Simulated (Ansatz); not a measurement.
Born–Oppenheimer molecular dynamics of a periodic cell of 16 atoms, WC (start crystal WC, start structure P-6m2, volume 1.15 times the crystal's). It goes on from the last frame of an earlier run, with new velocities.

These are results of Ansatz 0.2.0, DFT PBE-D3(BJ), scalar-relativistic, plane waves, PAW, not measurements. Settings: accuracy low, PAW set soft_1, cutoff 420 eV, k mesh 2x2x2, fermi-dirac smearing 0.17 eV, no spin polarisation.

```json
{"ensemble": "NVT, Nosé–Hoover chain", "time step": "1 fs", "steps asked": "230", "set temperature": "1200 K", "thermostat": "time constant 100 fs, chain length 5", "seed": "519405"}
```

First frame:

```xyz
16
Lattice="-3.0268 -5.2425 0.0000 4.5402 -2.6213 0.0000 0.0000 0.0000 5.9236" Properties=species:S:1:pos:R:3
W -0.104 -5.141 0.000
C 1.732 -4.380 1.576
W 0.053 -5.383 2.948
C 1.397 -4.444 4.417
W -1.507 -2.504 -0.117
C 0.283 -1.673 1.608
W -1.582 -2.577 2.897
C 0.017 -2.110 4.700
W 1.593 -2.682 0.028
C 2.990 -1.753 1.697
W 1.504 -2.527 2.981
C 3.061 -1.644 4.552
W 0.106 -0.109 0.084
C -1.376 -4.309 1.472
W -0.093 -0.025 2.977
C -1.593 -4.512 4.419
```

Problem. What does the run give?

Solution. All steps were run.

```
steps done                                               : 230
time covered                                             : 230 fs
mean temperature over the second half                    : 1220 K
spread of the potential energy over the second half      : 22.9 meV per atom
mean potential energy of the second half above the start : -97.7 meV per atom
```

The conserved energy stayed within 0.24 meV per atom of its start (net change -0.18 meV per atom), so the integration is sound. A run of 0.23 ps of so small a system gives no equilibrium averages. Limits of this set-up: coarse k mesh, low accuracy level.

Problem. What happens to the structure?

Solution. Mean squared displacements from the first frame to the last, about the centre of mass: W 0.02 Å², C 0.10 Å². Another seed would give other details.

Problem. How do temperature and energy run in time?

Solution. 
```json
{"time (fs)": "0", "T (K)": "1200", "potential energy less start (eV)": "0.000", "conserved less start (meV/atom)": "0.00"}
{"time (fs)": "19", "T (K)": "1876", "potential energy less start (eV)": "-1.328", "conserved less start (meV/atom)": "-0.16"}
{"time (fs)": "38", "T (K)": "1735", "potential energy less start (eV)": "-1.177", "conserved less start (meV/atom)": "-0.17"}
{"time (fs)": "57", "T (K)": "1412", "potential energy less start (eV)": "-0.742", "conserved less start (meV/atom)": "-0.09"}
{"time (fs)": "76", "T (K)": "1302", "potential energy less start (eV)": "-0.767", "conserved less start (meV/atom)": "-0.11"}
{"time (fs)": "95", "T (K)": "1246", "potential energy less start (eV)": "-0.870", "conserved less start (meV/atom)": "-0.13"}
{"time (fs)": "114", "T (K)": "1210", "potential energy less start (eV)": "-1.012", "conserved less start (meV/atom)": "-0.07"}
{"time (fs)": "133", "T (K)": "1469", "potential energy less start (eV)": "-1.769", "conserved less start (meV/atom)": "-0.18"}
{"time (fs)": "152", "T (K)": "1517", "potential energy less start (eV)": "-2.070", "conserved less start (meV/atom)": "-0.21"}
{"time (fs)": "171", "T (K)": "953", "potential energy less start (eV)": "-1.142", "conserved less start (meV/atom)": "-0.11"}
{"time (fs)": "190", "T (K)": "1215", "potential energy less start (eV)": "-1.723", "conserved less start (meV/atom)": "-0.21"}
{"time (fs)": "209", "T (K)": "763", "potential energy less start (eV)": "-0.876", "conserved less start (meV/atom)": "-0.10"}
{"time (fs)": "228", "T (K)": "1310", "potential energy less start (eV)": "-1.933", "conserved less start (meV/atom)": "-0.18"}
```

Time of the run: 16 min on 1 thread of Arm Neoverse V2 (shared host), peak memory 0.62 GiB.
